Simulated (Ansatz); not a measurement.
**MgO (Pm-3m): compression over a wide range**

The task here is to estimate one member of a computed series from the others.

Method: DFT r²SCAN, scalar-relativistic, plane waves, PAW, in Ansatz 0.2.0.

**Starting point**

Symmetry: Pm-3m, No. 221, cubic system. The conventional cell has a = 2.624 Å, b = 2.624 Å, c = 2.624 Å, α = 90.00°, β = 90.00°, γ = 90.00°. Mg (site symmetry m-3m) is surrounded by 8 O at 2.27 Å. Around O (site symmetry m-3m) lie 8 Mg at 2.27 Å.

Structure file:

```cif
data_structure
_symmetry_space_group_name_H-M 'P 1'
_symmetry_Int_Tables_number 1
_cell_length_a 2.6239
_cell_length_b 2.6239
_cell_length_c 2.6239
_cell_angle_alpha 90.000
_cell_angle_beta 90.000
_cell_angle_gamma 90.000
_cell_volume 18.06
loop_
_atom_site_label
_atom_site_type_symbol
_atom_site_fract_x
_atom_site_fract_y
_atom_site_fract_z
_atom_site_occupancy
Mg1 Mg 0.00000 0.00000 0.00000 1
O1 O 0.50000 0.50000 0.50000 1
```

An earlier run at r²SCAN left this cell at 9.032 Å³/atom and -0.08 GPa (8×8×8 mesh).

The first run:

The input, input.yaml:

```yaml
crystal:
  lattice:
    - [2.5883923063, 0.0, 0.0]
    - [0.0, 2.5883923063, 0.0]
    - [0.0, 0.0, 2.5883923063]
  atoms:
    - { symbol: Mg, position: [0.0, 0.0, 0.0] }
    - { symbol: O, position: [0.5, 0.5, 0.5] }
basis:
  ecutwfc: 500
  ecutrho_ratio: 4
kpoints:
  mp_grid: { grid: [10, 10, 10] }
hamiltonian:
  xc: r2scan
scf:
  occupations: { method: gaussian, width: 0.05 }
output:
  forces: true
  stress: true
  eigenvalues: true
```

The run is started by

```sh
$ ansatz run input.yaml --threads 1 --pin off --max-ram 2560MiB --backend cpu --events-out ev --progress --plain --runs-dir out
```

Steps of the session up to this table: Volume × 0.96; Volume × 1.04; Volume × 0.92; Volume × 0.88; Volume × 0.84; Volume × 0.8; Volume × 0.76; Volume × 0.72; Volume × 0.68; Volume × 0.64.

One of the session's tables, all rows but one given; the rest of the session is left out.

It belongs to the step «The curve». 

| volume (Å³/atom) | energy above the lowest (meV/atom) | pressure (GPa) | gap on the mesh (eV) |
| --- | --- | --- | --- |
| 5.781 | 1212.6 | 174.8 | 7.70 |
| 6.142 | 866.9 | 133.6 | 7.47 |
| 6.503 | 603.6 | 101.3 | 7.24 |
| 6.864 | 405.1 | 75.8 | 6.76 |
| 7.226 | 258.0 | 55.5 | 6.05 |
| 7.587 | 152.0 | 39.2 | 5.42 |
| 7.948 | 78.8 | 26.1 | 4.85 |
| 8.310 | 32.3 | 15.5 | 4.35 |
| 8.671 | ? | ? | ? |
| 9.032 | 0.0 | -0.1 | 3.49 |
| 9.393 | 6.8 | -5.8 | 3.12 |

Q: Estimate the row for volume (Å³/atom) = 8.671 from the others.

Worked estimate for «energy above the lowest (meV/atom)». A straight line through the neighbours (8.310, 32.3) and (9.032, 0.0) gives 32.3 + (0.0 − 32.3) × (8.671 − 8.310) / (9.032 − 8.310) = 16.2; a parabola fitted to 4 rows on both sides gives 7.3.

The run gave: energy above the lowest (meV/atom): 7.4; pressure (GPa): 6.9; gap on the mesh (eV): 3.90. In «energy above the lowest (meV/atom)» the line misses by +8.8 and the parabola by -0.1.

To keep in mind: The k mesh is not the same at all volumes. Other structures may be lower in enthalpy at these pressures.
